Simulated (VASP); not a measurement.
MgO (zincblende), HSE06 single-point calculation: Ansatz's output and VASP's

```yaml
crystal:
  lattice:
    - [0.00000, 2.28201, 2.28201]
    - [2.28201, 0.00000, 2.28201]
    - [2.28201, 2.28201, 0.00000]
  atoms:
    - { symbol: Mg, position: [0.00000, 0.00000, 0.00000] }
    - { symbol: O, position: [0.25000, 0.25000, 0.25000] }
```

Ansatz printed

```
SCF 3 converged in 3 iterations: F = -2494.086100 eV  dr2 = 2.52e-9
  Residual-converged pass: ⟨swp⟩=3.0  Hψ=440  notcnv=0  max |occ|·‖R‖ = 2.4e-6 eV (tolerance 2.4e-6 eV)  dr2=2.49e-9  dr2_onsite=1.74e-9  max |Δocc| = 0.0e0
hybrid outer 2: dexx = +1.091e-7 eV, tail = 1.77e-8 eV, Δε = 2.09e-3 eV (about 1.02e-4 eV left of the loop's levels)
NSCF: frozen V_eff on 6 k-points
hybrid SCF converged: 2 outer / 9 inner (+2 warm-up), last move |dexx| = 1.09e-7 eV, tail = 1.77e-8 eV
Stability not checked: this state was not tested for a lower state beside it, because the functional holds exact exchange (a hybrid, or Hartree-Fock), whose exchange loop this test does not read (fock_operator; see scf.lower_state_search)
Free energy (F): -2494.086100 eV
Frozen-core exchange: fock
Harris-Foulkes:  -2494.086100 eV  (|F-HF|=3.86e-9)
Internal energy: -2494.086100 eV  (E = F + TS)
E sigma→0 (E₀):  -2494.086100 eV
Fermi energy:    3.438096 eV
--- Per-component energies (eV) ---
  E_band       = -381.685722
  E_kinetic    = 255.411391
  E_local      = -1867.467256  (includes V_loc(G=0)·N_el)
  E_nonlocal   = 141.348679
  E_hartree    = 666.558305
  E_xc         = -84.319554
  E_vxc        = -106.980061  (∫ρ·V_xc dr)
  E_exx        = -71.355850  (= α·E_x^exact, valence–valence)
  E_paw        = -398.744984  (= ΣΔE_a)
  E_vpaw       = 5.592283  (= ΣTr[D̂ρ^β])
  E_aug_tail   = 0.002461  (compensation charges beyond the density's cutoff)
  E_ewald      = -1135.457751
  E_core_change = -0.061541  (= ΣΔE_core)
  E_smearing   = -0.000000  (= −TS)
  E_closure    = -0.000000  (closes the sum)
  Σ components = -2494.086100   (vs F -2494.086100, Δ=4.55e-13)
--- Forces (eV/Å), atoms counted from 1 ---
  atom   1  Mg     0.00000000    -0.00000000     0.00000000
  atom   2  O     -0.00000000     0.00000000    -0.00000000
  max |Σ_I F_I| component: 3.10e-16 eV/Å
--- Stress (GPa, compression-positive) ---
       -0.017270      -0.000000      -0.000000
        0.000000      -0.017270       0.000000
       -0.000000       0.000000      -0.017270
  P = ⅓ Tr σ = -0.0173 GPa (-0.173 kbar)
--- Band table (eV; the first three rows and the last of 16) ---
  k-point 0: bands = ["-72.3922", "-37.2809", "-37.2809", "-37.2809", "-13.9335", "3.4381", "3.4381", "3.4381", "8.7064", "22.3143", "22.3143", "22.3143"]
  k-point 1: bands = ["-72.3914", "-37.2921", "-37.2824", "-37.2824", "-13.7621", "2.3630", "3.3842", "3.3842", "10.0243", "20.1993", "21.9932", "21.9932"]
  k-point 2: bands = ["-72.3897", "-37.3144", "-37.2856", "-37.2856", "-13.4005", "0.8548", "3.2812", "3.2812", "12.2651", "17.1603", "20.5820", "20.5820"]
  k-point 15: bands = ["-72.3878", "-37.3198", "-37.3019", "-37.2967", "-12.9890", "1.1775", "2.1169", "2.4136", "12.4250", "16.9391", "19.6394", "20.0909"]
```

Each program uses its own PAW datasets. VASP's cell holds 8 valence electrons and Ansatz's 16. Ansatz's stress includes a Pulay correction; VASP's doesn't.

Question: What does VASP give for the same cell and level of theory?

Answer: gap between bands v and c 5.24 eV; least direct gap 5.24 eV; pressure -0.1 GPa.

From OUTCAR

```
k-points           NKPTS =     16   k-points in BZ     NKDIM =    216   number of bands    NBANDS=     11

   NELECT =       8.0000    total number of electrons

   dimension x,y,z NGX =    24 NGY =   24 NGZ =   24
   dimension x,y,z NGXF=    48 NGYF=   48 NGZF=   48

  energy-cutoff  :      520.00
  volume of cell :       23.77
      direct lattice vectors                 reciprocal lattice vectors
     0.000000000  2.282005662  2.282005662    -0.219105504  0.219105504  0.219105504
     2.282005662  0.000000000  2.282005662     0.219105504 -0.219105504  0.219105504
     2.282005662  2.282005662  0.000000000     0.219105504  0.219105504 -0.219105504

 k-points in reciprocal lattice and weights: KPOINTS created by Atomic Simulation Env
   0.00000000  0.00000000  0.00000000       0.005
   0.16666667  0.00000000  0.00000000       0.037
   0.33333333  0.00000000  0.00000000       0.037
   0.50000000  0.00000000  0.00000000       0.019
   0.16666667  0.16666667  0.00000000       0.028
   0.33333333  0.16666667  0.00000000       0.111
   0.50000000  0.16666667  0.00000000       0.111
  -0.33333333  0.16666667  0.00000000       0.111
   ...

 E-fermi :  -0.3982

 k-point     1 :       0.0000    0.0000    0.0000
  band No.  band energies     occupation
      1     -17.8292      2.00000
      2      -0.4517      2.00000
      3      -0.4517      2.00000
      4      -0.4517      2.00000
      5       4.7892      0.00000
      6      18.3564      0.00000
      7      18.3564      0.00000
      8      18.3564      0.00000
      9      21.9414      0.00000
     10      21.9414      0.00000
     11      22.0395      0.00000

 k-point     2 :       0.1667    0.0000    0.0000
  band No.  band energies     occupation
      1     -17.6638      2.00000
      2      -1.5332      2.00000
      3      -0.5059      2.00000
      4      -0.5059      2.00000
      5       6.1116      0.00000
      6      16.2662      0.00000
      7      18.0504      0.00000
      8      18.0504      0.00000
      9      20.2508      0.00000
     10      20.2508      0.00000
     11      21.0341      0.00000

 k-point     3 :       0.3333    0.0000    0.0000
  band No.  band energies     occupation
      1     -17.3130      2.00000
      2      -3.0507      2.00000
      3      -0.6109      2.00000
      4      -0.6108      2.00000
      5       8.3529      0.00000
      6      13.2409      0.00000
      7      16.6489      0.00000
      8      16.6489      0.00000
      9      20.8715      0.00000
     10      21.8939      0.00000
     11      21.8939      0.00000

 k-point     4 :       0.5000    0.0000    0.0000
  band No.  band energies     occupation
      1     -17.1263      2.00000
      2      -3.6717      2.00000
      3      -0.6617      2.00000
      4      -0.6617      2.00000
      5      10.1460      0.00000
      6      11.1534      0.00000
      7      16.0759      0.00000
      8      16.0759      0.00000
      9      21.2672      0.00000
     10      23.6067      0.00000
     11      23.6067      0.00000

 k-point     5 :       0.1667    0.1667    0.0000
  band No.  band energies     occupation
      1     -17.6099      2.00000
      2      -1.5418      2.00000
      3      -0.6679      2.00000
      4      -0.6679      2.00000
      5       6.4373      0.00000
      6      16.0812      0.00000
      7      17.2298      0.00000
      8      18.0879      0.00000
      9      18.0879      0.00000
     10      22.7447      0.00000
     11      24.1605      0.00000

 k-point     6 :       0.3333    0.1667    0.0000
  band No.  band energies     occupation
      1     -17.3226      2.00000
      2      -2.6066      2.00000
      3      -0.8683      2.00000
      4      -0.8230      2.00000
      5       8.0348      0.00000
      6      13.7348      0.00000
      7      15.7819      0.00000
      8      17.5185      0.00000
      9      19.1629      0.00000
     10      23.3784      0.00000
     11      23.7032      0.00000

 k-point     7 :       0.5000    0.1667    0.0000
  band No.  band energies     occupation
      1     -17.0776      2.00000
      2      -3.3202      2.00000
      3      -1.1817      2.00000
      4      -0.8224      2.00000
      5       9.7728      0.00000
      6      11.6848      0.00000
      7      15.3354      0.00000
      8      16.6972      0.00000
      9      20.8541      0.00000
     10      24.0681      0.00000
     11      24.1856      0.00000

 k-point     8 :      -0.3333    0.1667    0.0000
  band No.  band energies     occupation
      1     -17.1383      2.00000
      2      -3.1486      2.00000
      3      -1.2965      2.00000
      4      -0.6671      2.00000
      5       9.5126      0.00000
      6      12.1869      0.00000
      7      15.2692      0.00000
      8      16.5985      0.00000
      9      21.7324      0.00000
     10      22.4729      0.00000
     11      23.8626      0.00000

 ...

  Total       -0.0145784     -0.0145784     -0.0145784      0.0000000      0.0000000      0.0000000
  in kB       -0.9827406     -0.9827406     -0.9827406      0.0000000      0.0000000      0.0000000
  external PRESSURE =      -0.9827406 kB  Pullay stress =       0.0000000 kB

 POSITION                                       TOTAL-FORCE (eV/Angst)
 -----------------------------------------------------------------------------------
      0.00000      0.00000      0.00000         0.000000      0.000000      0.000000
      1.14100      1.14100      1.14100        -0.000000     -0.000000     -0.000000
 -----------------------------------------------------------------------------------
    total drift:                                0.000005      0.000001      0.000003

  FREE ENERGIE OF THE ION-ELECTRON SYSTEM (eV)
  ---------------------------------------------------
  free  energy   TOTEN  =       -13.9405610391 eV

  energy  without entropy=      -13.9405610391  energy(sigma->0) =      -13.94056104
```
